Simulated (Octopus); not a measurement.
# Ag (Fm-3m) in Octopus: further runs

The runs below take Ag through single point, with PBE.

Everything below comes from runs of Octopus 16.4. Logs are shortened: lines on timing, memory, paths and dates and some standing lists are left out, and cuts for length are marked.

## (1) The structure

It takes space group Fm-3m (No. 225, cubic). The conventional cell has a = 4.085 Å, b = 4.085 Å, c = 4.085 Å, α = 90.00°, β = 90.00°, γ = 90.00°. Ag (site symmetry m-3m) has 12 Ag at 2.89 Å as nearest neighbours.

## (2) Single point, PBE, 17.05 Å³/atom

inp

```
CalculationMode = gs
UnitsOutput = eV_Angstrom
PeriodicDimensions = 3
ExperimentalFeatures = yes
PseudopotentialSet = pseudodojo_pbe
%LatticeParameters
 1*angstrom | 1*angstrom | 1*angstrom
%
%LatticeVectors
 0 | 2.04275 | 2.04275
 2.04275 | 0 | 2.04275
 2.04275 | 2.04275 | 0
%
%ReducedCoordinates
 "Ag" | 0 | 0 | 0
%
%Spacing
 0.13131294*angstrom | 0.13131294*angstrom | 0.13131294*angstrom
%
DerivativesOrder = 8
%KPointsGrid
 11 | 11 | 11
%
KPointsUseSymmetries = yes
XCFunctional = gga_x_pbe + gga_c_pbe
SmearingFunction = fermi_dirac
Smearing = 0.05*eV
ExtraStates = 7
Eigensolver = chebyshev_filter
ConvRelDens = 1e-6
MaximumIter = 120
%Output
 density | cube
 elf | cube
 potential | cube
%
```

Potentials or basis: pseudodojo_pbe (PseudoDojo 0.5, PBE).

The run is started by

```console
$ OMP_NUM_THREADS=1 octopus > out.log
```

out.log:

```text
Running octopus

[... 13 lines left out ...]

Input: [AllElectronType = no]
Input: [PseudopotentialSet = pseudodojo_pbe]
Reading Coordinates from ReducedCoordinates block

****************************** Species *******************************
  Species 'Ag'
    type             : pseudopotential
    file             : 'Ag.upf'
    file format      : UPF2
    valence charge   : 19.0
    atomic number    :  47
    form on file     : kleinman-bylander
    lmax             : 2
    llocal           : -1
    projectors per l : 2
    total projectors : 6
    application form : kleinman-bylander
    orbitals         : 10
    bound orbitals   : 10

**********************************************************************

***************************** Symmetries *****************************
Space group No.  225
International: Fm-3m
Schoenflies: Oh^5
Info: The system has    48 symmorphic symmetries that can be used.
  Index                Rotation matrix                      Fractional translations
    1 :     1   0   0     0   1   0     0   0   1      0.000000    0.000000    0.000000
    2 :    -1   0   0     0  -1   0     0   0  -1      0.000000    0.000000    0.000000
    3 :     1   0  -1     1   0   0     1  -1   0      0.000000    0.000000    0.000000
    4 :    -1   0   1    -1   0   0    -1   1   0      0.000000    0.000000    0.000000
    5 :     0   1  -1     1   0  -1     0   0  -1      0.000000    0.000000    0.000000
    6 :     0  -1   1    -1   0   1     0   0   1      0.000000    0.000000    0.000000
[... 40 lines left out ...]
   47 :     0   1  -1    -1   1   0     0   1   0      0.000000    0.000000    0.000000
   48 :     0  -1   1     1  -1   0     0  -1   0      0.000000    0.000000    0.000000
Info: The system also has     0 nonsymmorphic symmetries (not used for electrons).
**********************************************************************

Input: [CurvMethod = curv_affine]
Input: [DerivativesStencil = stencil_stargeneral]

****************************** Lattice *******************************
  Lattice Vectors [A]
    0.000000    2.042750    2.042750
    2.042750    0.000000    2.042750
    2.042750    2.042750    0.000000
  Cell volume =            17.0481 [A^3]
  Reciprocal-Lattice Vectors [A^-1]
   -1.537923    1.537923    1.537923
    1.537923   -1.537923    1.537923
    1.537923    1.537923   -1.537923
  Cell angles [degree]
    alpha =   60.000
    beta  =   60.000
    gamma =   60.000
**********************************************************************

Checking if the generated full k-point grid is symmetric

    56 k-points generated from parameters :
 ---------------------------------------------------
    n =   11   11   11

    s1  =  0.50  0.50  0.50

   index |      weight  |             coordinates              |
       1 |     0.000751 |    0.000000    0.000000    0.000000  |
       2 |     0.006011 |    0.090909    0.000000    0.000000  |
       3 |     0.004508 |    0.090909    0.090909    0.000000  |
       4 |     0.009016 |   -0.090909    0.090909    0.000000  |
       5 |     0.018032 |   -0.090909    0.090909    0.090909  |
       6 |     0.006011 |    0.181818    0.000000    0.000000  |
[... 48 lines left out ...]
      55 |     0.004508 |    0.454545    0.454545    0.000000  |
      56 |     0.009016 |   -0.454545    0.454545    0.000000  |

Input: [SmearingFunction = fermi_dirac]
Input: [SymmetrizeDensity = yes]

******************************* States *******************************
Total electronic charge  =       19.000
Number of states         =       17
States block-size        =        4
**********************************************************************
[... 5 lines left out ...]
Simulation Box:
  Type = parallelepiped
  Lengths [A] = (   2.889,   2.889,   2.889)
Main mesh:
  Spacing [A] = ( 0.131, 0.131, 0.131)    volume/point [A^3] =      0.00160
  # inner mesh =      10648
  # total mesh =      42920
  Grid Cutoff [eV] =  2180.758472    Grid Cutoff [Ry] =   160.282805
**********************************************************************

[... 70 lines left out ...]
** Warning:
**   Cannot do LCAO for all states because there are not enough atomic orbitals.
**   Required: 17. Available: 10. 7 orbitals will be randomized.

Info: Unnormalized total charge =     18.998231
Info: Renormalized total charge =     19.000000

** Warning:
**   Symmetrization discrepancy ratio (scalar) =  1.81484E-05

Info: Setting up Hamiltonian.
Info: Performing initial LCAO calculation with     10 orbitals.
Info: Getting Hamiltonian matrix elements.

Eigenvalues [eV]
 #st  Spin   Eigenvalue      Occupation
#k =       1, k = (  0.000000,  0.000000,  0.000000)
   1   --   -84.141855       2.000000
   2   --   -47.611197       2.000000
   3   --   -47.611197       2.000000
   4   --   -47.610197       2.000000
   5   --    -1.097962       2.000000
   6   --     2.603385       2.000000
   7   --     2.603385       2.000000
   8   --     2.603842       2.000000
   9   --     3.695588       2.000000
  10   --     3.695588       2.000000
#k =       2, k = (  0.090909,  0.000000,  0.000000)
   1   --   -84.091265       2.000000
   2   --   -47.601276       2.000000
   3   --   -47.600393       2.000000
   4   --   -47.515113       2.000000
   5   --    -0.836563       2.000000
   6   --     2.903144       2.000000
   7   --     2.903630       2.000000
   8   --     3.127614       2.000000
   9   --     4.086775       2.000000
  10   --     4.086851       2.000000
[... 54 further k-points ...]
Fermi energy =    19.193490 eV
Generating random wavefunctions for states       11 and above
Orthogonalizing wavefunctions.
Info: Ground-state restart information will be written to 'restart/gs'.
Info: SCF using complex wavefunctions.
Info: Starting SCF iteration.

** Warning:
**   Symmetrization discrepancy ratio (scalar) =  4.74974E-02

*********************** SCF CYCLE ITER #    1 ************************
 etot  = -4.16480918E+03 abs_ev   =  8.75E+01 rel_ev   =  2.07E-01
 ediff =        1.53E+02 abs_dens =  7.94E-01 rel_dens =  4.18E-02
Matrix vector products: 1400
Converged eigenvectors: 0

#  State  KPoint  Eigenvalue [eV]  Occupation    Error
      1       1      -84.143327    2.000000   ( 1.7E-07)
      1       2      -84.141874    2.000000   ( 1.2E-05)
      1       3      -84.141390    2.000000   ( 2.6E-05)
      1       4      -84.139606    2.000000   ( 2.3E-05)
      1       5      -84.138307    2.000000   ( 3.3E-05)
      1       6      -84.137974    2.000000   ( 3.6E-05)
      1      10      -84.136195    2.000000   ( 4.3E-05)
      1       7      -84.135303    2.000000   ( 2.5E-05)
[... 23 lines left out ...]
     17      47       39.995577    0.000000   ( 1.6E-01)
     17      25       40.218959    0.000000   ( 1.6E-01)
     17      50       40.354734    0.000000   ( 1.9E-01)
     17      56       41.169084    0.000000   ( 1.5E-01)
     17      54       41.629451    0.000000   ( 1.6E-01)
     17      45       42.283256    0.000000   ( 1.7E-01)
     17      55       43.018588    0.000000   ( 1.7E-01)
     17      49       43.387819    0.000000   ( 1.9E-01)

Density of states:

--------------------%-------------------------------------------------
--------------------%-------------------------------------------------
--------------------%--------------------------%----------------------
--------------------%--------------------------%----------------------
--------------------%--------------------------%----------------------
--------------------%--------------------------%%---------------------
--------------------%-------------------------%%%---------------------
%-------------------%-------------------------%%%---------------------
%-------------------%-------------------------%%%-------%-%%--%%%-----
%-------------------%-------------------------%%%%%%%%%%%%%%%%%%%%%%--
                                                 ^

Fermi energy =     7.035477 eV

**********************************************************************

*********************** SCF CYCLE ITER #    2 ************************
 etot  = -4.20892826E+03 abs_ev   =  1.60E+01 rel_ev   =  3.66E-02
 ediff =        1.62E+00 abs_dens =  3.51E-01 rel_dens =  1.85E-02
Matrix vector products: 1400
Converged eigenvectors: 0
[... 103 lines left out ...]
*********************** SCF CYCLE ITER #   11 ************************
 etot  = -4.21827661E+03 abs_ev   =  4.91E-05 rel_ev   =  1.11E-07
 ediff =        3.70E-06 abs_dens =  6.28E-07 rel_dens =  3.31E-08
Matrix vector products: 1400
Converged eigenvectors: 42

#  State  KPoint  Eigenvalue [eV]  Occupation    Error
      1       1      -85.600828    2.000000   ( 1.0E-07)
      1       2      -85.599459    2.000000   ( 1.0E-07)
      1       3      -85.599003    2.000000   ( 7.4E-08)
      1       4      -85.597323    2.000000   ( 7.4E-08)
      1       5      -85.596100    2.000000   ( 7.4E-08)
      1       6      -85.595787    2.000000   ( 1.0E-07)
      1      10      -85.594111    2.000000   ( 7.3E-08)
      1       7      -85.593271    2.000000   ( 1.0E-07)
[... 23 lines left out ...]
     17      45       37.177374    0.000000   ( 6.9E-02)
     17      42       37.284952    0.000000   ( 7.2E-02)
     17      46       37.507023    0.000000   ( 5.5E-02)
     17      49       37.804866    0.000000   ( 4.6E-02)
     17      53       38.424639    0.000000   ( 2.0E-02)
     17      56       39.356861    0.000000   ( 1.3E-02)
     17      54       39.773556    0.000000   ( 8.9E-02)
     17      55       41.285661    0.000000   ( 9.0E-02)

Density of states:

--------------------%-------------------------------------------------
--------------------%---------------------------%---------------------
--------------------%---------------------------%---------------------
--------------------%--------------------------%%---------------------
--------------------%--------------------------%%---------------------
--------------------%--------------------------%%---------------------
--------------------%--------------------------%%---------------------
%-------------------%--------------------------%%---------------%-----
%-------------------%--------------------------%%-------%%%%%-%%%%----
%-------------------%--------------------------%%%%%%%%%%%%%%%%%%%%---
                                                  ^

Fermi energy =     6.655574 eV

**********************************************************************

Info: SCF converged in   11 iterations

** Warning:
**   Some of the states are not fully converged!

Info: Number of matrix-vector products:      15400
Info: Writing output to static/

Info: Finished writing information to 'restart/gs'.

Octopus emitted 16 warnings.
```

It took 98 s on 1 thread of AMD EPYC 9R45 (Zen 5), shared host; peak memory 0.76 GiB.

Results:

```
Free energy            : -4218.2794 eV
Band gap on the k mesh : none (metal or under the smearing width)
```

## (3) Single point, PBE, 17.05 Å³/atom

inp, as its differences from that of step 2:

```diff
@@ -4,3 +4,3 @@
 ExperimentalFeatures = yes
-PseudopotentialSet = pseudodojo_pbe
+PseudopotentialSet = sg15
 %LatticeParameters
@@ -28,5 +28,6 @@
 ExtraStates = 7
-Eigensolver = chebyshev_filter
+Eigensolver = rmmdiis
 ConvRelDens = 1e-6
 MaximumIter = 120
+SCFCalculateStress = yes
 %Output
```

Potentials or basis: sg15 (PBE).

The run is started by

```console
$ OMP_NUM_THREADS=1 octopus > out.log
```

Run time: 5 min. Hardware: 1 thread of AMD EPYC 9R45 (Zen 5), shared host; peak memory 0.74 GiB.

It converged, with:

```yaml
Free_energy: -3913.5721 eV
Pressure: 4.6 GPa
Band_gap_on_the_k_mesh: none (metal or under the smearing width)
```

## (4) Single point, PBE, 17.05 Å³/atom

inp, as its differences from that of step 3:

```diff
@@ -4,3 +4,3 @@
 ExperimentalFeatures = yes
-PseudopotentialSet = sg15
+PseudopotentialSet = pseudodojo_pbesol
 %LatticeParameters
@@ -28,6 +28,5 @@
 ExtraStates = 7
-Eigensolver = rmmdiis
+Eigensolver = chebyshev_filter
 ConvRelDens = 1e-6
 MaximumIter = 120
-SCFCalculateStress = yes
 %Output
```

Potentials or basis: pseudodojo_pbesol (PseudoDojo 0.4, PBEsol).

The run is started by

```console
$ OMP_NUM_THREADS=1 octopus > out.log
```

Run time: 99 s. Hardware: 1 thread of AMD EPYC 9R45 (Zen 5), shared host; peak memory 0.76 GiB.

It converged, with:

```
Free energy            : -4220.1099 eV
Band gap on the k mesh : none (metal or under the smearing width)
```

Caveat: the potentials were made for another functional, which shifts forces and pressure.

## (5) Single point, PBE, 17.05 Å³/atom

inp, as its differences from that of step 4:

```diff
@@ -4,3 +4,3 @@
 ExperimentalFeatures = yes
-PseudopotentialSet = pseudodojo_pbesol
+PseudopotentialSet = pseudodojo_lda
 %LatticeParameters
@@ -31,6 +31 @@
 MaximumIter = 120
-%Output
- density | cube
- elf | cube
- potential | cube
-%
```

Potentials or basis: pseudodojo_lda (PseudoDojo 0.4, LDA).

The run is started by

```console
$ OMP_NUM_THREADS=1 octopus > out.log
```

Run time: 94 s. Hardware: 1 thread of AMD EPYC 9R45 (Zen 5), shared host; peak memory 0.76 GiB.

Results (log left out):

| Property | Result |
| --- | --- |
| Free energy | -4223.5220 eV |
| Band gap on the k mesh | none (metal or under the smearing width) |

Caveat: the potentials were made for another functional, which shifts forces and pressure.

## (6) Single point, PBE, 17.05 Å³/atom

inp, as its differences from that of step 5:

```diff
@@ -4,3 +4,3 @@
 ExperimentalFeatures = yes
-PseudopotentialSet = pseudodojo_lda
+PseudopotentialSet = hgh_lda
 %LatticeParameters
@@ -31 +31,7 @@
 MaximumIter = 120
+SCFCalculateStress = yes
+%Output
+ density | cube
+ elf | cube
+ potential | cube
+%
```

Potentials or basis: hgh_lda (LDA).

The run is started by

```console
$ OMP_NUM_THREADS=1 octopus > out.log
```

Wall time 3.9 min (1 thread of AMD EPYC 9R45 (Zen 5), shared host); peak memory 0.61 GiB.

Results (log left out):

```yaml
Free_energy: -12.3874 eV
Pressure: -39.7 GPa
Band_gap_on_the_k_mesh: none (metal or under the smearing width)
```

Caveat: this is an older set of potentials, less accurate than current ones; a pressure of tens of GPa on the cell as given is suspect, and the run, the potentials or the cell itself is likely at fault; the potentials were made for another functional, which shifts forces and pressure.

## (7) Single point, PBE, 17.05 Å³/atom

inp, as its differences from that of step 6:

```diff
@@ -4,3 +4,3 @@
 ExperimentalFeatures = yes
-PseudopotentialSet = hgh_lda
+PseudopotentialSet = hgh_lda_sc
 %LatticeParameters
@@ -32,6 +32 @@
 SCFCalculateStress = yes
-%Output
- density | cube
- elf | cube
- potential | cube
-%
```

Potentials or basis: hgh_lda_sc (LDA, semicore).

The run is started by

```console
$ OMP_NUM_THREADS=1 octopus > out.log
```

Wall time 1.7 min (1 thread of AMD EPYC 9R45 (Zen 5), shared host); peak memory 0.64 GiB.

The run converged. Its results:

| Property | Result |
| --- | --- |
| Free energy | -1008.8427 eV |
| Pressure | 3.0 GPa |
| Band gap on the k mesh | none (metal or under the smearing width) |

Caveat: this is an older set of potentials, less accurate than current ones; the potentials were made for another functional, which shifts forces and pressure.

## (8) Single point, PBE, 17.05 Å³/atom

inp, as its differences from that of step 7:

```diff
@@ -4,3 +4,6 @@
 ExperimentalFeatures = yes
-PseudopotentialSet = hgh_lda_sc
+PseudopotentialSet = none
+%Species
+ "Ag" | species_pseudo | file | "Ag.upf"
+%
 %LatticeParameters
@@ -31,2 +34 @@
 MaximumIter = 120
-SCFCalculateStress = yes
```

Potentials or basis: PseudoDojo 0.5 stringent (PBE).

The run is started by

```console
$ OMP_NUM_THREADS=1 octopus > out.log
```

Run time: 100 s. Hardware: 1 thread of AMD EPYC 9R45 (Zen 5), shared host; peak memory 0.76 GiB.

The run converged. Its results:

```yaml
Free_energy: -4218.2794 eV
Band_gap_on_the_k_mesh: none (metal or under the smearing width)
```

## (9) Single point, PBE, 17.05 Å³/atom

inp, as its differences from that of step 8:

```diff
@@ -34 +34,6 @@
 MaximumIter = 120
+%Output
+ density | cube
+ elf | cube
+ potential | cube
+%
```

Potentials or basis: SPMS 1.0 (PBE).

The run is started by

```console
$ OMP_NUM_THREADS=1 octopus > out.log
```

Run time: 1.8 min. Hardware: 1 thread of AMD EPYC 9R45 (Zen 5), shared host; peak memory 0.77 GiB.

The run converged. Its results:

| Item | Value |
| --- | --- |
| Free energy | -4047.7042 eV |
| Band gap on the k mesh | none (metal or under the smearing width) |

## (10) Single point, PBE, 17.05 Å³/atom

inp is that of step 9.

Potentials or basis: in-house norm-conserving set, PBE, scalar relativistic.

The run is started by

```console
$ OMP_NUM_THREADS=1 octopus > out.log
```

It took 1.7 min on 1 thread of AMD EPYC 9R45 (Zen 5), shared host; peak memory 0.77 GiB.

It converged, with:

```
Free energy            : -4215.0102 eV
Band gap on the k mesh : none (metal or under the smearing width)
```
